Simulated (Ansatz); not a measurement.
We consider wurtzite InN, described by r²SCAN (PAW; Ansatz, an electronic-structure program).

Run with plane-wave cutoff 560 eV, 12×12×6 k mesh (along the axes of the cell as run), Fermi–Dirac smearing 0.01 eV, scalar-relativistic PAW data made under PBE.

Cell (relaxed at this level):

```
CELL_PARAMETERS angstrom
      1.77373    -3.07220     0.00000
      1.77373     3.07220     0.00000
      0.00000     0.00000     5.72215
ATOMIC_POSITIONS crystal
  In 0.66667 0.33333 0.49980
  In 0.33333 0.66667 0.99980
  N  0.66667 0.33333 0.87920
  N  0.33333 0.66667 0.37920
```

Problem. Give the computed bulk modulus, band gap and pressure derivative B′ of the bulk modulus.

Solution. 
- bulk modulus = 140 GPa
- band gap = 0.07 eV
- pressure derivative B′ of the bulk modulus = 4.6

Measured, for comparison: band gap 0.77 eV (zero-point shift of 0.07 eV (the table's estimate, ZP (est)) added back here, E0, Γ; inputs from arXiv:2302.06325); bulk modulus 126 GPa (room temperature, no zero-point or thermal correction; as tabulated in Phys. Rev. B 49, 14 (GaN and InN under pressure), abstract). Computed (rounded) less measured: bulk modulus +11 %.

Note: the bulk modulus comes from volumes at which shape and atoms were relaxed.

Spin–orbit coupling is not included; it can close the smallest gap of 0.07 eV.

The computed numbers hold no vibrational or temperature effects.
